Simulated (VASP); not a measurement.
Write the native input for VASP 6.6.1 that does the following.

- Task: relaxation of cell and atoms
- Functional: PBE
- Potentials or basis: VASP PAW PBE potentials, release 64 (Mg, Se)
- Cutoff: 520 eV
- k mesh: 5 × 5 × 5
- Occupations: gaussian, width 0.15 eV
- Spin: no spin polarisation
- Further INCAR settings: PREC = Normal; ALGO = Fast; EDIFF = 0.0001; IBRION = 2; EDIFFG = -0.08; NSW = 24; ISIF = 3

The structure of MgSe lies in POSCAR:

```
MgSe
1.0
    0.0000000000      2.9991390300      2.9991390300
    2.9991390300      0.0000000000      2.9991390300
    2.9991390300      2.9991390300      0.0000000000
Mg Se
1 1
Direct
    0.5000000000      0.5000000000      0.5000000000
    0.0000000000      0.0000000000      0.0000000000
```

The cell was built by a generator and needn't be a form met in nature.

One way to write it, as run:

INCAR

```
  ALGO = Fast
  EDIFF = 1E-4
  EDIFFG = -0.08
  ENCUT = 520
  GGA = PE
  IBRION = 2
  ISIF = 3
  ISMEAR = 0
  LASPH = T
  LCHARG = F
  LREAL = F
  LWAVE = F
  NELM = 60
  NSW = 24
  PREC = Normal
  SIGMA = 0.15
```

KPOINTS

```
k-points
0
Gamma
  5 5 5
```

Potentials or basis: VASP PAW PBE potentials, release 64 (Mg, Se).

The run is started by

```console
$ cat potpaw_PBE.64/Mg/POTCAR potpaw_PBE.64/Se/POTCAR > POTCAR
$ mpirun -np 1 vasp_std > vasp.out
```

It gave:

| Item | Value |
| --- | --- |
| Relaxed volume | 20.90 Å³/atom |
| Relaxed cell | a = 3.896 Å, b = 3.896 Å, c = 3.896 Å, α = 60.00°, β = 60.00°, γ = 60.00° |
| Space group after relaxing (to 0.05 Å) | Fm-3m (No. 225) |
| Energy gained by relaxing | 217.5 meV/atom |
| Ionic steps | 3 |
| Pressure after relaxing | -0.1 GPa |
| Band gap on the k mesh | 2.14 eV, indirect (least direct gap 2.38 eV) |

Caveat: the volume moved by over 15 % at a fixed basis, so the end points are rough; an odd mesh through Γ misses points on the zone boundary, where band edges often lie.

Wall time 9.9 s on 1 thread of AMD EPYC 7R43 64-Core Processor (Zen 3) (shared host), peak memory 0.1 GiB.
